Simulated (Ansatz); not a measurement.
# GaS: the cost of one run

Program: Ansatz 0.2.0. PAW datasets, plane waves. Spin-unpolarised throughout; all numbers are computed.

## (1) Starting point

The cell was relaxed beforehand with r2SCAN+rVV10.

It is hexagonal, P6_3/mmc (No. 194); a = 3.580 Å, c = 15.563 Å in the conventional setting, 21.59 Å³ an atom. Around Ga lie 3 S at 2.33 Å and 1 Ga at 2.44 Å; around S lie 3 Ga at 2.33 Å.

Structure file:

```xyz
8
Lattice="3.5795 0.0000 0.0000 -1.7898 3.0999 0.0000 0.0000 0.0000 15.5631" Properties=species:S:1:pos:R:3 pbc="T T T"
Ga    0.0000    2.0666    2.6721
Ga    1.7898    1.0333   10.4537
Ga    0.0000    2.0666    5.1094
Ga    1.7898    1.0333   12.8910
S     0.0000    2.0666    9.3823
S     1.7898    1.0333    1.6008
S     0.0000    2.0666   13.9623
S     1.7898    1.0333    6.1808
```

## (2) PBE band path

The input, input.yaml:

```yaml
crystal:
  lattice:
    - [3.5795059751, 0.0, 0.0]
    - [-1.7897529876, 3.0999431075, 0.0]
    - [0.0, 0.0, 15.5631241186]
  atoms:
    - { symbol: Ga, position: [0.3333333333, 0.6666666667, 0.1716952313] }
    - { symbol: Ga, position: [0.6666666667, 0.3333333333, 0.6716952313] }
    - { symbol: Ga, position: [0.3333333333, 0.6666666667, 0.3283047687] }
    - { symbol: Ga, position: [0.6666666667, 0.3333333333, 0.8283047687] }
    - { symbol: S, position: [0.3333333333, 0.6666666667, 0.6028569202] }
    - { symbol: S, position: [0.6666666667, 0.3333333333, 0.1028569202] }
    - { symbol: S, position: [0.3333333333, 0.6666666667, 0.8971430798] }
    - { symbol: S, position: [0.6666666667, 0.3333333333, 0.3971430798] }
kpoints:
  mp_grid: { grid: [12, 12, 2] }
  band_path:
    path:
      - [[0.0, 0.0, 0.0], [0.5, 1.825943917489e-17, -3.42528288938e-34], [0.3333333333333, 0.3333333333333, -1.513129334217e-34], [0.0, 0.0, 0.0], [-1.000781315443e-51, -7.801222169976e-52, 0.5], [0.5, 1.825943917489e-17, 0.5], [0.3333333333333, 0.3333333333333, 0.5], [-1.000781315443e-51, -7.801222169976e-52, 0.5]]
      - [[0.5, 1.825943917489e-17, 0.5], [0.5, 1.825943917489e-17, -3.42528288938e-34]]
      - [[0.3333333333333, 0.3333333333333, 0.5], [0.3333333333333, 0.3333333333333, -1.513129334217e-34]]
    npoints: 10
hamiltonian:
  xc: pbe
scf:
  occupations: { method: fermi_dirac, width: 0.02 }
  n_extra_bands: 6
output:
  forces: true
  stress: true
  eigenvalues: true
```

Command:

```bash
$ ansatz run input.yaml --threads 4 --pin off --max-ram 7372MiB --backend cpu --events-out ev --progress --plain --runs-dir out
```

Q: Estimate wall time and peak memory on 4 threads of Arm Neoverse V1, shared host.

About 10 s, with a peak of 0.67 GiB.
